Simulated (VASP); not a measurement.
# KCl (Sylvite) (Fm-3m) in VASP: notebook

KCl (Sylvite) is run at these levels: PBE; tasks: single point, relaxation of cell and atoms.

All numbers are computed with VASP 6.6.1; they aren't measurements. Logs are shortened: lines on timing, memory, paths and dates and some standing lists are left out, and cuts for length are marked.

**What was measured.**

A printed reference work, monograph reports, for a bulk crystal of KCl: band gap 8.68 eV.

The results are compared with them further down.

### Step 1. The cell of the first run

Symmetry: Fm-3m, No. 225, cubic system. Conventional cell: a = 6.584 Å, b = 6.584 Å, c = 6.584 Å, α = 90.00°, β = 90.00°, γ = 90.00°. Within 4.3 Å of K (site symmetry m-3m) lie 6 Cl at 3.29 Å. Within 4.3 Å of Cl (site symmetry m-3m) lie 6 K at 3.29 Å.

### Step 2. Single point, PBE (volume scaled by 1.10)

Input file INCAR:

```
SYSTEM = KCl
  PREC = Accurate
  ENCUT = 520
  EDIFF = 1E-7
  ISMEAR = 0
  SIGMA = 0.02
  LREAL = .FALSE.
  LASPH = .TRUE.
  NELM = 80
  ALGO = Normal
  ISIF = 2
  LWAVE = .FALSE.
  LCHARG = .TRUE.
  GGA = PE
  LELF = .TRUE.
  LVHAR = .TRUE.
  NBANDS = 15
```

Input file KPOINTS:

```
Automatic mesh
0
G
  6 6 6
  0 0 0
```

Input file POSCAR:

```
KCl
1.0
    0.0000000000      3.2921288645      3.2921288645
    3.2921288645      0.0000000000      3.2921288645
    3.2921288645      3.2921288645      0.0000000000
K Cl
1 1
Direct
    0.0000000000      0.0000000000      0.0000000000
    0.5000000000      0.5000000000      0.5000000000
```

Potentials or basis: VASP PAW PBE potentials, release 64 (K_sv, Cl).

Started as:

```bash
$ cat potpaw_PBE.64/K_sv/POTCAR potpaw_PBE.64/Cl/POTCAR > POTCAR
$ mpirun -np 1 vasp_std > vasp.out
```

OUTCAR:

```text
SYSTEM = KCl
   PREC = Accurate
   ENCUT = 520
   EDIFF = 1E-7
   ISMEAR = 0
   LREAL = .FALSE.
   LASPH = .TRUE.
   NELM = 80
   ISIF = 2
   GGA = PE

 ion  position               nearest neighbor table
   1  0.000  0.000  0.000-
   2  0.500  0.500  0.500-

  LATTYP: Found a face centered cubic cell.
 ALAT       =     6.5842577290

  Lattice vectors:

 A1 = (   0.0000000000,   3.2921288645,   3.2921288645)
 A2 = (   3.2921288645,   0.0000000000,   3.2921288645)
 A3 = (   3.2921288645,   3.2921288645,   0.0000000000)

Analysis of symmetry for initial positions (statically):
=====================================================================
 Subroutine PRICEL returns:
 Original cell was already a primitive cell.

 Routine SETGRP: Setting up the symmetry group for a
 face centered cubic supercell.

 Subroutine GETGRP returns: Found 48 space group operations
 (whereof 48 operations were pure point group operations)
 out of a pool of 48 trial point group operations.

The static configuration has the point symmetry O_h .

Analysis of symmetry for dynamics (positions and initial velocities):
=====================================================================
 Subroutine PRICEL returns:
 Original cell was already a primitive cell.

 Routine SETGRP: Setting up the symmetry group for a
 face centered cubic supercell.

 Subroutine GETGRP returns: Found 48 space group operations
 (whereof 48 operations were pure point group operations)
 out of a pool of 48 trial point group operations.

The dynamic configuration has the point symmetry O_h .

 Subroutine INISYM returns: Found 48 space group operations
 (whereof 48 operations are pure point group operations),
 and found     1 'primitive' translations

----------------------------------------------------------------------------------------

                                     Primitive cell

  volume of cell :      71.3609

  direct lattice vectors                    reciprocal lattice vectors
     0.000000000  3.292128864  3.292128864    -0.151877408  0.151877408  0.151877408
     3.292128864  0.000000000  3.292128864     0.151877408 -0.151877408  0.151877408
     3.292128864  3.292128864  0.000000000     0.151877408  0.151877408 -0.151877408

  length of vectors
     4.655773289  4.655773289  4.655773289     0.263059388  0.263059388  0.263059388

  position of ions in fractional coordinates (direct lattice)
     0.000000000  0.000000000  0.000000000
     0.500000000  0.500000000  0.500000000

  ion indices of the primitive-cell ions
   primitive index   ion index
                 1           1
                 2           2

----------------------------------------------------------------------------------------

 KPOINTS: Automatic mesh

Automatic generation of k-mesh.
 Grid dimensions read from file:
 generate k-points for:    6    6    6

 Generating k-lattice:

  Cartesian coordinates                     Fractional coordinates (reciprocal lattice)
    -0.025312901  0.025312901  0.025312901     0.166666667  0.000000000  0.000000000
     0.025312901 -0.025312901  0.025312901     0.000000000  0.166666667  0.000000000
     0.025312901  0.025312901 -0.025312901     0.000000000  0.000000000  0.166666667

  Length of vectors
     0.043843231  0.043843231  0.043843231

  Shift w.r.t. Gamma in fractional coordinates (k-lattice)
     0.000000000  0.000000000  0.000000000

 Subroutine IBZKPT returns following result:
 ===========================================

 Found     16 irreducible k-points:

 Following reciprocal coordinates:
            Coordinates               Weight
  0.000000  0.000000  0.000000      1.000000
  0.166667  0.000000  0.000000      8.000000
  0.333333  0.000000  0.000000      8.000000
  0.500000  0.000000  0.000000      4.000000
  0.166667  0.166667  0.000000      6.000000
  0.333333  0.166667  0.000000     24.000000
[... 8 lines left out ...]
 -0.333333  0.333333  0.166667     24.000000
 -0.333333  0.500000  0.166667     12.000000
   k-points           NKPTS =     16   k-points in BZ     NKDIM =     16   number of bands    NBANDS=     15
   number of dos      NEDOS =    301   number of ions     NIONS =      2
   total plane-waves  NPLWV =  46656
   dimension x,y,z NGX =    36 NGY =   36 NGZ =   36
   dimension x,y,z NGXF=    72 NGYF=   72 NGZF=   72
   ions per type =               1   1
   NGX,Y,Z   is equivalent  to a cutoff of  12.85, 12.85, 12.85 a.u.
   NGXF,Y,Z  is equivalent  to a cutoff of  25.71, 25.71, 25.71 a.u.
 SYSTEM =  KCl
   PREC   = accura    normal or accurate (medium, high low for compatibility)
   ISTART =      0    job   : 0-new  1-cont  2-samecut
   ICHARG =      2    charge: 1-file 2-atom 10-const
   ISPIN  =      1    spin polarized calculation?
   LNONCOLLINEAR =      F non collinear calculations
   LSORBIT =      F    spin-orbit coupling
   LASPH  =      T    aspherical Exc in radial PAW
   ENCUT  =  520.0 eV  38.22 Ry    6.18 a.u.   8.66  8.66  8.66*2*pi/ulx,y,z
   NELM   =     80;   NELMIN=  2; NELMDL= -5     # of ELM steps
   EDIFF  = 0.1E-06   stopping-criterion for ELM
   LREAL  =      F    real-space projection
   EDIFFG = 0.1E-05   stopping-criterion for IOM
   NSW    =      0    number of steps for IOM
   IBRION =     -1    ionic relax: 0-MD 1-quasi-New 2-CG
   NFREE  =      0    steps in history (QN), initial steepest desc. (CG)
   ISIF   =      2    stress and relaxation
   ISYM   =      2    0-nonsym 1-usesym 2-fastsym
   POTIM  = 0.5000    time-step for ionic-motion
   TEBEG  =    0.0;   TEEND  =   0.0 temperature during run
   PSTRESS=    0.0 pullay stress
   NELECT =      16.0000    total number of electrons
   NUPDOWN=      -1.0000    fix difference up-down
   EMIN   =  10.00;   EMAX   =-10.00  energy-range for DOS
   EFERMI =   0.00;   METHOD = LEGACY
   ISMEAR =     0;   SIGMA  =   0.02  broadening in eV -4-tet -1-fermi 0-gaus
   EFERMI_NEDOS =   21; number of points for ismear=-14 and -15
   IALGO  =     38    algorithm
   IMIX   =      4    mixing-type and parameters
     AMIX     =   0.40;   BMIX     =  1.00
     AMIX_MAG =   1.60;   BMIX_MAG =  1.00
  volume/ion in A,a.u.               =      35.68       240.78
  Fermi-wavevector in a.u.,A,eV,Ry     =   0.994553  1.879433 13.458012  0.989136
  Thomas-Fermi vector in A             =   2.126512
   LORBIT       =      0    0 simple, 1 ext, 2 COOP (PROOUT), +10 PAW based schemes
   GGA     = PE    functional components
   LHFCALC =     F    Hartree Fock is set to
   AEXX    =    0.0000 exact exchange contribution
   IVDW    =     0    specifies the selected vdW correction
   LEPSILON=     F    determine dielectric tensor
   LRPA    =     F    only Hartree local field effects (RPA)
 non-spin polarized calculation
 Gauss-broadening in eV      SIGMA  =   0.02
  energy-cutoff  :      520.00
  volume of cell :       71.36
 maximum number of plane-waves:      1948
 NGX is ok and might be reduce to    36
   NGX = 17   NGY = 17   NGZ = 17

 number of electron      16.0000002 magnetization

 Free energy of the ion-electron system (eV)
  ---------------------------------------------------
  ext. energy  EPLUGINS =         0.00000000
  ---------------------------------------------------
  free energy    TOTEN  =        -6.78628082 eV

  energy without entropy =       -6.78628082  energy(sigma->0) =       -6.78628082

 E-fermi :  -2.2057     XC(G=0):  -7.0015

 val. band max:       -2.3264692243   @ k =   0.0000   0.0000   0.0000
 cond. band min:       2.4250134360   @ k =   0.0000   0.0000   0.0000
 fundamental gap:      4.7514826603
 Fermi energy:        -2.2057150150

 k-point     1 :       0.0000    0.0000    0.0000
  band No.  band energies     occupation
      1     -29.8782      2.00000
      2     -14.3099      2.00000
      3     -13.3353      2.00000
      4     -13.3353      2.00000
      5     -13.3353      2.00000
      6      -2.3265      2.00000
      7      -2.3265      2.00000
      8      -2.3265      2.00000
      9       2.4250      0.00000
     10       5.9423      0.00000
     11       5.9423      0.00000
     12       5.9423      0.00000
     13       6.7477      0.00000
     14       6.7477      0.00000
     15      10.1521      0.00000

 k-point     2 :       0.1667    0.0000    0.0000
  band No.  band energies     occupation
      1     -29.8769      2.00000
      2     -14.3521      2.00000
      3     -13.3370      2.00000
      4     -13.3370      2.00000
      5     -13.2842      2.00000
      6      -2.5751      2.00000
      7      -2.3870      2.00000
      8      -2.3870      2.00000
      9       2.9855      0.00000
     10       5.7483      0.00000
     11       6.2411      0.00000
     12       6.2411      0.00000
     13       7.0428      0.00000
     14       7.0428      0.00000
     15      10.8930      0.00000

 k-point     3 :       0.3333    0.0000    0.0000
  band No.  band energies     occupation
      1     -29.8743      2.00000
      2     -14.4264      2.00000
      3     -13.3403      2.00000
      4     -13.3403      2.00000
      5     -13.1921      2.00000
      6      -2.9880      2.00000
      7      -2.5031      2.00000
      8      -2.5031      2.00000
      9       4.1730      0.00000
     10       5.6370      0.00000
     11       7.0437      0.00000
     12       7.0437      0.00000
     13       7.7964      0.00000
     14       7.7964      0.00000
     15       9.6403      0.00000

 k-point     4 :       0.5000    0.0000    0.0000
  band No.  band energies     occupation
      1     -29.8730      2.00000
      2     -14.4597      2.00000
      3     -13.3419      2.00000
      4     -13.3419      2.00000
      5     -13.1497      2.00000
      6      -3.1666      2.00000
      7      -2.5588      2.00000
      8      -2.5588      2.00000
      9       4.8608      0.00000
     10       5.7160      0.00000
     11       7.7356      0.00000
     12       7.7356      0.00000
     13       8.5795      0.00000
     14       8.5795      0.00000
     15       8.8787      0.00000
[... 163 lines left out ...]
 k-point    14 :       0.5000    0.3333    0.1667
  band No.  band energies     occupation
      1     -29.8727      2.00000
      2     -14.3646      2.00000
      3     -13.3707      2.00000
      4     -13.3558      2.00000
      5     -13.2468      2.00000
      6      -2.9326      2.00000
      7      -2.5783      2.00000
      8      -2.5642      2.00000
      9       4.9086      0.00000
     10       5.0921      0.00000
     11       7.1651      0.00000
     12       7.7409      0.00000
     13       7.8089      0.00000
     14       8.0540      0.00000
     15       8.7932      0.00000

 k-point    15 :      -0.3333    0.3333    0.1667
  band No.  band energies     occupation
      1     -29.8719      2.00000
      2     -14.3557      2.00000
      3     -13.3797      2.00000
      4     -13.3686      2.00000
      5     -13.2436      2.00000
      6      -2.9026      2.00000
      7      -2.6868      2.00000
      8      -2.6004      2.00000
      9       5.3300      0.00000
     10       5.5542      0.00000
     11       6.7836      0.00000
     12       7.1158      0.00000
     13       8.3401      0.00000
     14       8.7601      0.00000
     15       8.9530      0.00000

 k-point    16 :      -0.3333    0.5000    0.1667
  band No.  band energies     occupation
      1     -29.8715      2.00000
      2     -14.2977      2.00000
      3     -13.4045      2.00000
      4     -13.3800      2.00000
      5     -13.2901      2.00000
      6      -2.8129      2.00000
      7      -2.6564      2.00000
      8      -2.6299      2.00000
      9       4.8562      0.00000
     10       6.0946      0.00000
     11       6.1673      0.00000
     12       7.2587      0.00000
     13       8.1583      0.00000
     14       8.8267      0.00000
     15       9.2107      0.00000

------------------------ aborting loop because EDIFF is reached ----------------------------------------

  FORCE on cell =-STRESS in cart. coord.  units (eV):
  Direction    XX          YY          ZZ          XY          YZ          ZX
  --------------------------------------------------------------------------------------
  -------------------------------------------------------------------------------------
  Total       -0.5431147     -0.5431147     -0.5431147      0.0000000      0.0000000     -0.0000000
  in kB      -12.1938734    -12.1938734    -12.1938734      0.0000000      0.0000000     -0.0000000
  external PRESSURE =     -12.1938734 kB  Pullay stress =       0.0000000 kB

 VOLUME and BASIS-vectors are now :
 -----------------------------------------------------------------------------
  energy-cutoff  :      520.00
  volume of cell :       71.36
      direct lattice vectors                 reciprocal lattice vectors
     0.000000000  3.292128864  3.292128864    -0.151877408  0.151877408  0.151877408
     3.292128864  0.000000000  3.292128864     0.151877408 -0.151877408  0.151877408
     3.292128864  3.292128864  0.000000000     0.151877408  0.151877408 -0.151877408

 POSITION                                       TOTAL-FORCE (eV/Angst)
 -----------------------------------------------------------------------------------
      0.00000      0.00000      0.00000        -0.000000     -0.000000      0.000000
      3.29213      3.29213      3.29213         0.000000      0.000000     -0.000000
 -----------------------------------------------------------------------------------
    total drift:                                0.000000      0.000000      0.000000

  FREE ENERGIE OF THE ION-ELECTRON SYSTEM (eV)
  ---------------------------------------------------
  free  energy   TOTEN  =        -6.7862808200 eV

  energy  without entropy=       -6.7862808200  energy(sigma->0) =       -6.78628082
```

It took 52 s on 1 thread of AMD EPYC 7R13, shared host; peak memory 0.18 GiB.

What came out:

```yaml
Free_energy: -6.7863 eV
Pressure: -1.2 GPa
Band_gap_on_the_k_mesh: 4.75 eV, direct
```

Levels at points of the mesh, in eV from the valence-band top:
```
           k point  band 5  band 6  band 7  band 8  band 9  band 10  band 11  band 12
(0.00, 0.00, 0.00)  -11.01    0.00    0.00    0.00    4.75     8.27     8.27     8.27
(0.50, 0.00, 0.00)  -10.82   -0.84   -0.23   -0.23    7.19     8.04    10.06    10.06
(0.50, 0.50, 0.00)  -11.04   -0.56   -0.19   -0.19    6.60     7.74     9.29     9.94
```

(Part 1 of 2 ends here.)
